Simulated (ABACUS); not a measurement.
# C (Fd-3m) in ABACUS: further runs

One crystal, C, is run at these levels: LDA, LDA-PW92; tasks: single point, relaxation of cell and atoms.

Program: ABACUS 3.10.1. These are calculated values, not measurements. Logs are shortened: lines on timing, memory, paths and dates and some standing lists are left out, and cuts for length are marked.

### 1 The structure

The structure is cubic, space group Fd-3m (No. 227). The conventional cell has a = 3.567 Å, b = 3.567 Å, c = 3.567 Å, α = 90.00°, β = 90.00°, γ = 90.00°. C (site symmetry -43m) is surrounded by 4 C at 1.54 Å.

This isn't the form of C at room conditions, which is graphite.

### 2 Single point, LDA

File run_abacus.py:

```python
"""ABACUS run from a structure file: ASE reads it, the script writes STRU, KPT and INPUT."""
import re
import subprocess
from ase.io import read
from ase.units import Bohr

atoms = read("C.cif")
atoms = atoms[(-atoms.numbers).argsort(kind="stable")]  # ABACUS lists atoms element by element
pseudo = {'C': 'C.upf'}
orbital = {'C': 'C_confined-atom_6au_2s2p1d.orb'}
magmoms = None
kmesh = [12, 12, 12]
params = {
    'suffix': 'C',
    'calculation': 'scf',
    'basis_type': 'lcao',
    'pseudo_dir': './',
    'orbital_dir': './',
    'symmetry': 1,
    'dft_functional': 'pz',
    'ecutwfc': 100,
    'pseudo_rcut': 10,
    'nspin': 1,
    'nbands': 14,
    'ks_solver': 'genelpa',
    'smearing_method': 'fd',
    'smearing_sigma': 0.00367493,
    'scf_thr': 1e-07,
    'scf_nmax': 100,
    'mixing_type': 'broyden',
    'mixing_beta': 0.7,
    'cal_force': 1,
    'cal_stress': 1,
    'out_mul': 1,
    'out_chg': 1,
}

symbols = atoms.get_chemical_symbols()
elements = list(dict.fromkeys(symbols))
lines = ["ATOMIC_SPECIES"] + [f"{e} {atoms.get_masses()[symbols.index(e)]:.4f} {pseudo[e]}" for e in elements]
if orbital:
    lines += ["", "NUMERICAL_ORBITAL"] + [orbital[e] for e in elements]
lines += ["", "LATTICE_CONSTANT", f"{1 / Bohr:.10f}", "", "LATTICE_VECTORS"]
lines += [" ".join(f"{x:.10f}" for x in v) for v in atoms.cell]
lines += ["", "ATOMIC_POSITIONS", "Direct"]
for e in elements:
    lines += ["", e, "0.0", str(symbols.count(e))]
    for i, p in enumerate(atoms.get_scaled_positions(wrap=False)):
        if symbols[i] == e:
            mag = "" if magmoms is None else " mag " + " ".join(str(x) for x in (magmoms[i] if isinstance(magmoms[i], list) else [magmoms[i]]))
            lines.append(" ".join(f"{x:.10f}" for x in p) + " 1 1 1" + mag)
open("STRU", "w").write("\n".join(lines) + "\n")
open("KPT", "w").write("K_POINTS\n0\nGamma\n%d %d %d 0 0 0\n" % tuple(kmesh))
open("INPUT", "w").write("INPUT_PARAMETERS\n" + "".join(f"{k:<20s}{v}\n" for k, v in params.items()))

done = subprocess.run(['mpirun', '-np', '4', 'abacus'])
if done.returncode:
    raise SystemExit(done.returncode)
log = open("OUT.C/running_scf.log").read()
print("final energy (eV):", re.findall(r"FINAL_ETOT_IS (\S+)", log))
```

File C.cif:

```cif
data_C
_cell_length_a 2.52206604
_cell_length_b 2.52206604
_cell_length_c 2.52206604
_cell_angle_alpha 60.00000000
_cell_angle_beta 60.00000000
_cell_angle_gamma 60.00000000
_space_group_name_H-M_alt 'P1'
_space_group_name_Hall 'P 1'
_space_group_IT_number 1
loop_
_space_group_symop_operation_xyz
'x,y,z'
loop_
_atom_site_label
_atom_site_type_symbol
_atom_site_symmetry_multiplicity
_atom_site_Wyckoff_symbol
_atom_site_fract_x
_atom_site_fract_y
_atom_site_fract_z
_atom_site_occupancy
C1 C 1 a 0.7500000000 0.7500000000 0.7500000000 1
C2 C 1 a 0.5000000000 0.5000000000 0.5000000000 1
```

Potentials or basis: PseudoDojo NC SR 0.4.1 LDA standard, DZP LCAO (the cutoffs set its grid).

Started as:

```bash
> OMP_NUM_THREADS=1 python run_abacus.py > log
```

running log:

```text
ABACUS v3.10.1

               Atomic-orbital Based Ab-initio Computation at UStc

 ------------------------------------------------------------------------------------

 READING GENERAL INFORMATION
                           global_out_dir = OUT.C/
                           global_in_card = INPUT
                               pseudo_dir = ./
                              orbital_dir = ./
                                    DSIZE = 4
                                    GSIZE = 1

 READING UNITCELL INFORMATION
                                    ntype = 1
                  lattice constant (Bohr) = 1.88973
              lattice constant (Angstrom) = 1

 READING ATOM TYPE 1
                               atom label = C
                      L=0, number of zeta = 2
                      L=1, number of zeta = 2
                      L=2, number of zeta = 1
             number of atom for this type = 2

                        TOTAL ATOM NUMBER = 2
DIRECT COORDINATES
    atom                   x                   y                   z     mag                  vx                  vy                  vz
taud_C1            0.7500000000        0.7500000000        0.7500000000  0.0000        0.0000000000        0.0000000000        0.0000000000
taud_C2            0.5000000000        0.5000000000        0.5000000000  0.0000        0.0000000000        0.0000000000        0.0000000000

                          Volume (Bohr^3) = 76.551
                             Volume (A^3) = 11.3437

 Lattice vectors: (Cartesian coordinate: in unit of a_0)
             +2.52207                  +0                  +0
             +1.26103            +2.18417                  +0
             +1.26103           +0.728058            +2.05926
 Reciprocal vectors: (Cartesian coordinate: in unit of 2 pi/a_0)
              +0.3965            -0.22892           -0.161871
                   -0           +0.457839           -0.161871
                   +0                  -0           +0.485612
 The esolver type has been set to : ksdft_lcao

                PAO radial cut off (Bohr) = 10

 Read in pseudopotential file is C.upf
                     pseudopotential type = NC
          exchange-correlation functional = SLAPWNOGXNOGC
                 nonlocal core correction = 1
                        valence electrons = 4
                                     lmax = 1
                           number of zeta = 2
                     number of projectors = 4
                           L of projector = 0
                           L of projector = 0
                           L of projector = 1
                           L of projector = 1
 XC functional updated to : pz
          exchange-correlation functional = PZ
     initial pseudo atomic orbital number = 8

 SETUP THE ELECTRONS NUMBER
             electron number of element C = 4
       total electron number of element C = 8
            AUTOSET number of electrons:  = 8
                           occupied bands = 4
                                   NLOCAL = 26
                                   NBANDS = 14
                                   NBANDS = 14
                                   NLOCAL = 26

 SETUP THE PLANE WAVE BASIS
 energy cutoff for charge/potential (unit:Ry) = 400
            fft grid for charge/potential = [ 32, 32, 32 ]
                        fft grid division = [ 4, 4, 4 ]
        big fft grid for charge/potential = [ 8, 8, 8 ]
                                     nbxx = 128
                                     nrxx = 8192

 SETUP PLANE WAVES FOR CHARGE/POTENTIAL
                    number of plane waves = 10417
                         number of sticks = 637

 PARALLEL PW FOR CHARGE/POTENTIAL
     PROC   COLUMNS(POT)             PW
        1            159           2604
        2            159           2604
        3            159           2604
        4            160           2605
 --------------- sum -------------------
        4            637          10417
                            number of |g| = 153
                                  max |g| = 36.1589
                                  min |g| = 0.62885

----------- Double Check Mixing Parameters Begin ------------
mixing_type: broyden
mixing_beta: 0.7
mixing_gg0: 1
mixing_gg0_min: 0.1
mixing_ndim: 8
----------- Double Check Mixing Parameters End ------------

 LATTICE VECTORS: (CARTESIAN COORDINATE: IN UNIT OF A0)
             +2.52207                  +0                  +0
             +1.26103            +2.18417                  +0
[... 44 lines left out ...]
                             BRAVAIS TYPE = 2
                     BRAVAIS LATTICE NAME = 02. Cubic I (body-centered)
                                    ibrav = 2
                       right hand lattice = 1
                        ROTATION MATRICES = 48
                               nkstot_ibz = 72
K-POINTS REDUCTION ACCORDING TO SYMMETRY
     IBZ    DIRECT_X    DIRECT_Y    DIRECT_Z  WEIGHT  ibz2bz
       1  0.00000000  0.00000000  0.00000000  0.0006       0
       2  0.08333333  0.08333333  0.08333333  0.0046       1
       3  0.16666667  0.16666667  0.16666667  0.0046       2
       4  0.25000000  0.25000000  0.25000000  0.0046       3
       5  0.33333333  0.33333333  0.33333333  0.0046       4
       6  0.41666667  0.41666667  0.41666667  0.0046       5
[... 22 lines left out ...]
      29  0.33333333  0.33333333  0.08333333  0.0139      40
      30  0.41666667  0.41666667  0.16666667  0.0139      41
[... 42 further k points ...]

                               nkstot now = 72
[... K-POINTS DIRECT COORDINATES: 72 rows ...]

           k-point number in this process = 72
       minimum distributed K point number = 72
[... stars of the k points ...]

[... K-POINTS CARTESIAN COORDINATES: 72 rows ...]

[... K-POINTS DIRECT COORDINATES: 72 rows ...]

 SETUP PLANE WAVES FOR WAVE FUNCTIONS
     energy cutoff for wavefunc (unit:Ry) = 100
              fft grid for wave functions = [ 32, 32, 32 ]
                    number of plane waves = 1917
                         number of sticks = 199

 PARALLEL PW FOR WAVE FUNCTIONS
     PROC   COLUMNS(POT)             PW
        1             50            481
        2             49            477
        3             50            479
        4             50            480
 --------------- sum -------------------
        4            199           1917

 SET NONLOCAL PSEUDOPOTENTIAL PROJECTORS
 max number of nonlocal projetors among all species is 4

 -------------------------------------------
 SELF-CONSISTENT
 -------------------------------------------

 SETUP SEARCHING RADIUS FOR PROGRAM TO SEARCH ADJACENT ATOMS
                  longest orb rcut (Bohr) = 6
   longest nonlocal projector rcut (Bohr) = 1.3
                     search radius (Bohr) = 14.6
              searching radius is (Bohr)) = 14.6
         searching radius unit is (Bohr)) = 1.89
                         PeriodicBoundary = 1
                        Radius(unit:lat0) = 7.73
                                   glayer = [ 5, 5, 5 ]
                             glayer_minus = [ 4, 4, 4 ]

Find the coordinate range of the input atom(unit:lat0).
                                  min_tau = [ -17.7, -10.2, -7.21 ]
                                  max_tau = [ 24, 13.8, 9.78 ]
                                BoxNumber = [ 9, 9, 9 ]

 SETUP EXTENDED REAL SPACE GRID FOR GRID INTEGRATION
                          real space grid = [ 32, 32, 32 ]
                 big cell numbers in grid = [ 8, 8, 8 ]
             meshcell numbers in big cell = [ 4, 4, 4 ]
                        extended fft grid = [ 13, 13, 13 ]
                dimension of extened grid = [ 35, 35, 35 ]
                            UnitCellTotal = 125
              Atom number in sub-FFT-grid = 2
    Local orbitals number in sub-FFT-grid = 26
                                ParaV.nnr = 15633
                                 init_chg = atomic

 LCAO ALGORITHM --------------- ION=   1  ELEC=   1--------------------------------

 Density error is 0.14467613164
----------------------------------------------------------
     Energy           Rydberg                 eV
----------------------------------------------------------
 E_KohnSham     -24.1052158408       -327.9682869543
 E_Harris       -23.6743393587       -322.1059116645
 E_Fermi        0.9326969155         12.6899925577
----------------------------------------------------------
[... 58 lines left out ...]
 Density error is 5.75426740942e-09
----------------------------------------------------------
     Energy           Rydberg                 eV
----------------------------------------------------------
 E_KohnSham     -24.1117047913       -328.0565736552
 E_KS(sigma->0) -24.1117047913       -328.0565736552
 E_Harris       -24.1117047711       -328.0565733813
 E_band         2.4592086290         33.4592499254
 E_one_elec     8.2420861001         112.1393343679
 E_Hartree      1.8734510521         25.4896092330
 E_xc           -8.6525534490        -117.7240291563
 E_Ewald        -25.5746884945       -347.9614880997
 E_entropy(-TS) -0.0000000000        -0.0000000000
 E_descf        0.0000000000         0.0000000000
 E_exx          0.0000000000         0.0000000000
 E_Fermi        1.1440782671         15.5659833909
----------------------------------------------------------

 charge density convergence is achieved
 final etot is -328.05657366 eV
 EFERMI = 15.565983391 eV

 STATE ENERGY(eV) AND OCCUPATIONS    NSPIN == 1
 1/72 kpoint (Cartesian) = 0.0000 0.0000 0.0000 (326 pws)
       1       -8.09070     0.00115741
       2        13.1231     0.00115741
       3        13.1231     0.00115741
       4        13.1231     0.00115741
       5        18.6669    1.34553e-30
       6        18.6669    1.34553e-30
       7        18.6669    1.34553e-30
       8        27.3032        0.00000
       9        33.9187        0.00000
      10        40.1125        0.00000
      11        40.1125        0.00000
      12        44.1464        0.00000
      13        44.1464        0.00000
      14        44.1464        0.00000
[... 66 lines left out ...]
       1       -3.60999     0.00925926
       2        1.26829     0.00925926
       3        10.4116     0.00925926
       4        10.4116     0.00925926
       5        21.5261    1.57680e-54
       6        21.5261    1.57680e-54
       7        22.0757    2.65292e-59
       8        29.1979        0.00000
       9        35.3113        0.00000
      10        38.6932        0.00000
      11        38.6932        0.00000
      12        41.2364        0.00000
      13        49.7796        0.00000
      14        49.7796        0.00000

[... levels at 66 further k points ...]

 correction force for each atom along direction 1 is 3.72619e-15
 correction force for each atom along direction 2 is 5.14866e-15
 correction force for each atom along direction 3 is -4.36630e-15
------------------------------------------------------------------------------------------
 TOTAL-FORCE (eV/Angstrom)
------------------------------------------------------------------------------------------
                        C1         0.0000000000         0.0000000000         0.0000000000
                        C2         0.0000000000         0.0000000000         0.0000000000
------------------------------------------------------------------------------------------

----------------------------------------------------------------
 TOTAL-STRESS (KBAR)
----------------------------------------------------------------
       -72.2238645381        -0.0000000000         0.0000000000
         0.0000000000       -72.2238645356         0.0000000012
        -0.0000000000         0.0000000012       -72.2238645404
----------------------------------------------------------------
 TOTAL-PRESSURE: -72.223865 KBAR

 --------------------------------------------
 !FINAL_ETOT_IS -328.0565736551714053 eV
 --------------------------------------------
```

It took 1.8 s on 4 MPI ranks of AMD EPYC 9R45 (Zen 5), shared host; peak memory 0.36 GiB.

Results:

- Free energy: -328.0566 eV
- Pressure: -7.2 GPa
- Band gap on the k mesh: 4.17 eV, indirect (least direct gap 5.54 eV)

Levels at points of the mesh, in eV from the valence-band top:
| k point | band 1 | band 2 | band 3 | band 4 | band 5 | band 6 | band 7 | band 8 |
| --- | --- | --- | --- | --- | --- | --- | --- | --- |
| (0.00, 0.00, 0.00) | -21.21 | 0.00 | 0.00 | 0.00 | 5.54 | 5.54 | 5.54 | 14.18 |
| (0.50, 0.50, 0.50) | -15.49 | -13.41 | -2.83 | -2.83 | 8.43 | 8.43 | 9.03 | 16.14 |
| (0.50, 0.50, 0.00) | -12.65 | -12.65 | -6.34 | -6.34 | 4.76 | 4.76 | 16.58 | 16.58 |

Caveat: the atomic orbitals were generated for these runs and aren't a published set; the basis of atomic orbitals isn't converged, which shifts pressures, moduli and gaps.

### 3 Single point, LDA-PW92

File INPUT:

```
INPUT_PARAMETERS
suffix              C
calculation         scf
basis_type          pw
pseudo_dir          ./
symmetry            1
dft_functional      LDA_X+LDA_C_PW
ecutwfc             82
pseudo_rcut         10
nspin               1
nbands              14
ks_solver           dav
smearing_method     fd
smearing_sigma      0.00367493
scf_thr             1e-08
scf_nmax            100
mixing_type         broyden
mixing_beta         0.7
cal_force           1
cal_stress          1
out_chg             1
kpar                4
```

File STRU:

```
ATOMIC_SPECIES
C 12.0110 C.upf

LATTICE_CONSTANT
1.8897261246

LATTICE_VECTORS
0.0000000000 1.7833700000 1.7833700000
1.7833700000 0.0000000000 1.7833700000
1.7833700000 1.7833700000 0.0000000000

ATOMIC_POSITIONS
Cartesian

C
0.0
2
2.6750550000 2.6750550000 2.6750550000 1 1 1
1.7833700000 1.7833700000 1.7833700000 1 1 1
```

File KPT:

```
K_POINTS
0
Gamma
10 10 10 0 0 0
```

Potentials or basis: PseudoDojo NC SR 0.4.1 LDA stringent, plane waves.

Started as:

```bash
> OMP_NUM_THREADS=1 mpirun -np 4 abacus > log
```

Run time: 2.2 s. Hardware: 4 MPI ranks of Intel Xeon Platinum 8488C (Sapphire Rapids), shared host; peak memory 0.2 GiB.

It converged, with:

- Free energy: -328.2856 eV
- Pressure: -11.2 GPa
- Band gap on the k mesh: 4.18 eV, indirect (least direct gap 5.56 eV)

Levels at points of the mesh, in eV from the valence-band top:
```
           k point  band 1  band 2  band 3  band 4  band 5  band 6  band 7  band 8  band 9
(0.00, 0.00, 0.00)  -21.35    0.00    0.00    0.00    5.56    5.56    5.56   13.52   18.99
(0.50, 0.50, 0.50)  -15.51  -13.39   -2.81   -2.81    8.42    8.42    9.04   15.40   21.51
(0.50, 0.50, 0.00)  -12.64  -12.64   -6.32   -6.32    4.76    4.76   16.61   16.61   22.90
```

A k mesh can miss the band edges.

### 4 Relaxation of cell and atoms, LDA-PW92

INPUT: that of step 3 with these lines changed.

```diff
@@ -2,5 +2,6 @@
 suffix              C
-calculation         scf
+calculation         cell-relax
 basis_type          pw
 pseudo_dir          ./
+latname             fcc
 symmetry            1
@@ -10,3 +11,3 @@
 nspin               1
-nbands              14
+nbands              8
 ks_solver           dav
@@ -20,3 +21,7 @@
 cal_stress          1
-out_chg             1
+relax_nmax          60
+force_thr_ev        0.02
+relax_method        cg
+out_stru            1
+stress_thr          0.2
 kpar                4
```

File STRU:

```
ATOMIC_SPECIES
C 12.0110 C.upf

LATTICE_CONSTANT
6.7401617577

ATOMIC_POSITIONS
Direct

C
0.0
2
0.2500000000 0.2500000000 0.2500000000 1 1 1
0.5000000000 0.5000000000 0.5000000000 1 1 1
```

KPT is that of step 3.

Started as:

```bash
> OMP_NUM_THREADS=1 mpirun -np 4 abacus > log
```

Run time: 3.9 s. Hardware: 4 MPI ranks of Intel Xeon Platinum 8488C (Sapphire Rapids), shared host; peak memory 0.36 GiB.

Results (log left out):

```yaml
Free_energy: -328.2956 eV
Relaxed_volume: 5.53 Å³/atom
Relaxed_cell: a = 2.501 Å, b = 2.501 Å, c = 2.501 Å, α = 60.00°, β = 60.00°, γ = 60.00°
Space_group_after_relaxing_to_0.05_Å: Fd-3m (No. 227)
Energy_gained_by_relaxing: 5.0 meV/atom
Ionic_steps: 4
Pressure_after_relaxing: 0.0 GPa
Band_gap_on_the_k_mesh: 4.24 eV, indirect (least direct gap 5.63 eV)
```

The path:
```
step  energy change (eV)  largest force (eV/Å)  pressure (GPa)  volume (Å³)
   1              0.0000                0.0000          -11.22        11.34
   2              0.0103                0.0000           17.51        10.68
   3             -0.0100                0.0000           -0.11        11.07
   4             -0.0100                0.0000            0.00        11.06
```

Final structure:
```yaml
crystal:
  lattice:
    - [-1.76853, 0.00000, 1.76853]
    - [0.00000, 1.76853, 1.76853]
    - [-1.76853, 1.76853, 0.00000]
  atoms:
    - { symbol: C, position: [0.25000, 0.25000, 0.25000] }
    - { symbol: C, position: [0.50000, 0.50000, 0.50000] }
```

Levels at points of the mesh, in eV from the valence-band top:
| k point | band 1 | band 2 | band 3 | band 4 |
| --- | --- | --- | --- | --- |
| (0.00, 0.00, 0.00) | -21.69 | 0.00 | 0.00 | 0.00 |
| (0.50, 0.50, 0.50) | -15.70 | -13.67 | -2.87 | -2.87 |
| (0.50, 0.50, 0.00) | -12.82 | -12.82 | -6.47 | -6.47 |

### 5 Summary

| task | level | potentials or basis | cell | k mesh | cutoff (eV) | orbital files | SCF threshold on the density | eigensolver | max steps of the relaxation | force threshold | gap on the mesh (eV) | pressure (GPa) |
| --- | --- | --- | --- | --- | --- | --- | --- | --- | --- | --- | --- | --- |
| single point | LDA | PseudoDojo NC SR 0.4.1 LDA standard, DZP LCAO (the cutoffs set its grid) | as given | 12 × 12 × 12 | 1361 | C C_confined-atom_6au_2s2p1d.orb | 1e-07 | genelpa | - | - | 4.17 | -7.2 |
| single point | LDA-PW92 | PseudoDojo NC SR 0.4.1 LDA stringent, plane waves | as given | 10 × 10 × 10 | 1116 | - | 1e-08 | dav | - | - | 4.18 | -11.2 |
| relaxation of cell and atoms | LDA-PW92 | PseudoDojo NC SR 0.4.1 LDA stringent, plane waves | relaxed | 10 × 10 × 10 | 1116 | - | 1e-08 | dav | 60 | 0.02 eV/Å | 4.24 | 0.0 |

Alike in all rows: no spin polarisation; smearing fermi-dirac 0.05 eV.

Caveats: the atomic orbitals were generated for these runs and aren't a published set (some runs); the basis of atomic orbitals isn't converged, which shifts pressures, moduli and gaps (some runs).

Absolute energies hang on the potentials; compare differences alone.

### 6 How close it comes

Step 4. The cell as given is a measured one (5.67 Å³/atom); LDA-PW92 puts the equilibrium volume -2.5 % from it, thermal expansion not counted.
